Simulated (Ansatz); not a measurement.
**What DFT gives for S**

```
CELL_PARAMETERS angstrom
3.85029 0.00000 0.00000
-1.92515 3.33445 0.00000
0.00000 0.00000 5.12104
ATOMIC_POSITIONS crystal
S 0.26900 0.00000 0.33330
S 0.00000 0.26900 0.66663
S 0.73100 0.73100 0.99997
```

The numbers come from plane-wave PAW DFT (Ansatz): PBE, no spin polarisation, 420 eV, 10×10×7 Γ-centred k points, fermi-dirac occupations (width 0.1 eV). Nothing was relaxed.

Problem. What do density and ELF say about some of the short contacts?

Solution. S–S at 2.48 Å: least valence density 0.48 e/Å³ and ELF 0.65 there. These are pseudo-fields; inside the PAW spheres they differ from the all-electron ones.

Problem. Which atom feels the largest force, and which way?

Solution. The largest is on S1 (and as large on other atoms): 1.68 eV/Å, components (-1.68, 0.00, 0.00). It makes 51° with the line to a nearest neighbour, S3 at 2.48 Å.

Problem. What is the band gap?

Solution. The gap is 0.32 eV, indirect (the least direct gap found is 0.33 eV). A semilocal functional usually gives too small a gap.

Problem. What is the character of the valence top and the conduction bottom?

Solution. Within 0.7 eV of the edges, the states project mainly on S p (95 %) below the gap and on S p (94 %) above it.

Problem. What does the stress say?

Solution. The pressure is -10.7 GPa (compression positive), so with the atoms held at these fractions the cell would first shrink; the forces are large, so a full relaxation may end otherwise. The principal stresses -15.5, -8.3, -8.3 GPa differ, so its shape would change too.

Origin: a known structure type with other elements, at an estimated volume, so it need not be a known compound. Caveats: atoms or cell far from equilibrium; the mesh misses a band edge that the path finds.
